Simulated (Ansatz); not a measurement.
Crystal: Al2O3 (Corundum).

```
Al O
1.0
     2.38025    1.37424    4.33187
    -2.38025    1.37424    4.33187
     0.00000   -2.74848    4.33187
Al O
4 6
Cartesian
  0.0000 0.0000 11.0743
  0.0000 0.0000 8.4191
  0.0000 0.0000 1.9213
  0.0000 0.0000 4.5765
  -1.6503 -0.1099 5.4148
  0.7300 1.4841 5.4148
  0.9203 -1.3742 5.4148
  1.6503 0.1099 7.5808
  -0.7300 -1.4841 7.5808
  -0.9203 1.3742 7.5808
```

Base run:

| Property | Result |
| --- | --- |
| Program | Ansatz 0.2.0 |
| Functional | RPBE |
| Potentials or basis | Ansatz PAW |
| Cutoff | 420 eV (not typed: the program's choice for these potentials) |
| k mesh | 7 × 7 × 7 |
| Occupations | fermi-dirac, width 0.05 eV |
| Spin | no spin polarisation |

Its results: band gap on the k mesh 6.31 eV, direct; pressure 12.6 GPa; largest force 0.044 eV/Å.

**Question.** The run is repeated on the same cell with these changes: functional from RPBE to LDA. What comes out?

**Answer.** Band gap on the k mesh 6.16 eV, direct; pressure -5.3 GPa; largest force 0.112 eV/Å.

LDA binds more tightly than RPBE, so the same cell stands under less pressure.

Caveats: the PAW data sets come from PBE, with cores solved anew for the run's functional, which leaves a small shift of forces and pressure.
